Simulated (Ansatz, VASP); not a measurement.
# Two plane-wave programs on KMgF3

```
CELL_PARAMETERS angstrom
3.97847 0.00000 0.00000
0.00000 3.97847 0.00000
0.00000 0.00000 3.97847
ATOMIC_POSITIONS crystal
K 0.50000 0.50000 0.50000
Mg 0.00000 0.00000 0.00000
F 0.00000 0.50000 0.00000
F 0.00000 0.00000 0.50000
F 0.50000 0.00000 0.00000
```

The cell is a database's computed one.

Alike in both runs: task relaxation of cell and atoms; functional PBE; k mesh 6 × 6 × 6; occupations gaussian, width 0.02 eV; no spin polarisation.

|  | VASP | Ansatz |
| --- | --- | --- |
| version | VASP 6.6.1 | Ansatz 0.2.0 |
| potentials or method | VASP PAW PBE potentials, release 64 (K_sv, Mg, F) | scalar-relativistic, plane waves, PAW |
| plane-wave cutoff (eV) | 600 | 420 |
| valence electrons in the cell | 32 | 40 |

VASP gave:

| Item | Value |
| --- | --- |
| gap on the k mesh at the Fermi level, each at its own relaxed structure (eV) | 6.98 |
| relaxed volume (Å³/atom) | 13.24 |
| relaxed cell length with the largest relative difference (Å) | 4.045 |
| energy change over the relaxation (meV/atom) | -7 |

Q: Which values does Ansatz return?

A: gap on the k mesh at the Fermi level, each at its own relaxed structure (eV): 6.96; relaxed volume (Å³/atom): 13.32; relaxed cell length with the largest relative difference (Å): 4.054; energy change over the relaxation (meV/atom): -9.

The two sets of potentials don't hold the same shells in valence.

A k mesh can miss the band edges. PBE gaps usually lie below the measured ones, often by a third to a half.
